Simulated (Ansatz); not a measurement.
**PbTe: moving Pb off its site**

PbTe, Fm-3m, a = 6.454 Å (as given, not relaxed at this level: 2.3 GPa). Ansatz: PBE, PAW, 420 eV, Γ-centred 8×8×8 mesh on 2 atoms, Gaussian smearing 0.05 eV; no spin polarisation.

```
CELL_PARAMETERS angstrom
0.00000 3.22700 3.22700
3.22700 0.00000 3.22700
3.22700 3.22700 0.00000
ATOMIC_POSITIONS crystal
Te 0.50000 0.50000 0.50000
Pb 0.00000 0.00000 0.00000
```

Atom 2 (Pb) moves by x along the unit vector (0.000, 1.000, 0.000), with its periodic images; all else is held. y is the free energy of the cell over the start, F the force along the path summed over the moved atoms. Symmetry makes y even in x.

```tsv
x (Å)	y (meV)	F (eV/Å)
-0.3000	59.10	0.58
-0.1500	9.27	0.15
0.0000	0.00	0.00
0.0375	0.46	-0.02
0.0750	1.93	-0.06
0.1125	4.72	-0.10
0.1875	16.21	-0.22
0.2250	26.25	-0.32
0.2625	?	?
```

Task: Fit y = c2 x² + c4 x⁴ to the energies of the other rows, give the force constant, and predict energy and force of the missing row.

Result: Least squares on the rows shown. y = 335.13 x² + 3576.5 x⁴. The force constant is 2 c2 = 0.670 eV/Å², for the cell as given, at 2.3 GPa (for all images moving together, not for a lone atom). With two atoms in a cubic cell this is the optical mode at Γ without the LO field: ω = 521.5 √(2 c2/μ) = 48 cm⁻¹ for μ = 78.97 u. The force −dy/dx at the missing row is -0.43 eV/Å (computed -0.43). At x = 0.2625 the fit asked for gives 40.07 meV. The run gave 40.24 meV, so the fit is 0.17 meV too low, a small miss on the scale of the series.

Spin–orbit coupling is left out, which can shift energies with elements as heavy as these.